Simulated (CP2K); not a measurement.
Runs of CP2K 2026.2 on LiCl. It takes space group Fm-3m (No. 225, cubic). Conventional cell: a = 5.130 Å, b = 5.130 Å, c = 5.130 Å, α = 90.00°, β = 90.00°, γ = 90.00°. Cl (site symmetry m-3m) has 6 Li at 2.56 Å as nearest neighbours. Li (site symmetry m-3m) is surrounded by 6 Cl at 2.56 Å. 

```tsv
level	cutoff of the non-local correlation (Ry)	gap on the mesh (eV)	pressure (GPa)
HLE16	-	(b)	1.0
BEEF-vdW	300	6.56	0.5
OLYP	-	(a)	3.3
LDA	-	5.92	-2.8
PBE	-	6.31	0.6
r2SCAN	-	(c)	-0.3
```

Alike in all rows: task band structure; potentials or basis POTENTIAL_UZH Cl GTH-PBE-q7, Li GTH-PBE-q3; TZVP-MOLOPT-PBE-GTH basis; no spin polarisation; cell as given; k mesh 9 × 9 × 9; smearing fermi-dirac 0.05 eV.

Question: Estimate the missing entries.

Answer: (a) 6.92; (b) 8.28; (c) 7.14.

Caveats: the basis of atomic orbitals isn't converged, which shifts pressures, moduli and gaps; the potentials were made for another functional, which shifts forces and pressure (some runs); the potentials were made for a functional far from this one (some runs).

